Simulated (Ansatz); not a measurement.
Zinc-blende InN (metastable phase), treated with Hartree–Fock (PAW; Ansatz, a program for electronic structure).

Run with plane-wave cutoff 460 eV, 10×10×10 k mesh, Fermi–Dirac smearing 0.01 eV, scalar-relativistic PAW data made under PBE.

Properties against volume:

```tsv
V (Å³/atom)	P (GPa)	direct gap at Γ (eV)
14.741	9.44	7.340
15.129	4.47	7.180
15.575	-0.50	6.995
15.905	-3.73	6.860
16.293	-7.09	6.701
```

A straight line through the gaps at Γ against ln V gives a volume deformation potential dE_g(Γ)/d ln V of -6.4 eV: the gap at Γ widens under compression.

Measured, for comparison: band gap 0.61 eV (low temperature, zero-point motion not removed, photoluminescence, epilayer; as tabulated in Schörmann, As, Lischka, Schley, Goldhahn et al., Appl. Phys. Lett. 89, 261903 …).

Spin–orbit coupling is not included.
